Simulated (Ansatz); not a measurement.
Collinear states of CoO

All numbers below come from DFT PBE+U, scalar-relativistic, plane waves, PAW in Ansatz 0.2.0.

```
Co O
1.0
     2.66125    0.00000    0.00000
     0.00000    2.66125    0.00000
     0.00000    0.00000    2.66125
Co O
1 1
Direct
  0.00000 0.00000 0.00000
  0.50000 0.50000 0.50000
```

| Quantity | Value |
| --- | --- |
| plane-wave cutoff | 420 eV |
| Γ-centred k-mesh | 10×10×10 |
| occupation rule | Gaussian smearing, 0.02 eV |
| U_eff on Löwdin-orthogonalised atomic d orbitals | Co 3.32 eV |
| list of starting moments (μB, in atom order) | 3 0 |
| check for lower electronic states after the SCF | on |

Each order was relaxed in cell and atoms. A propagation vector, in units of the reciprocal vectors, doubles the cell, which takes an equally dense mesh. Site moments are spin moments in atom-centred spheres that scale with the neighbour distance. The states are those that the runs reached from these starts; a lower one can exist.

Question: Order the starts by the energy of the state that they reach, lowest first.
A. ferromagnetic
B. antiferromagnetic, doubled cell, propagation vector (0, 0, 1/2)
C. no spin

Answer: B (0.00 meV/atom), A (57.6 meV/atom), C (1289 meV/atom).

```
                                                          start ends energy above lowest (meV/atom) site moments (μB) gap on mesh (eV) volume (Å³/atom)
                                                        no spin non-magnetic                            1289      none over 0.05             metal              8.43
                                                  ferromagnetic ferromagnetic                            57.6   Co +2.61, O +0.29              0.87              9.42
antiferromagnetic, doubled cell, propagation vector (0, 0, 1/2) antiferromagnetic                            0.00  Co +2.54, Co -2.54              1.51              9.27
```

This CsCl-type form isn't the usual stable structure of the compound.

Cost: 3 runs of about 0.55 core-minutes in all, on AMD EPYC 9R45 (Zen 5) (shared hosts).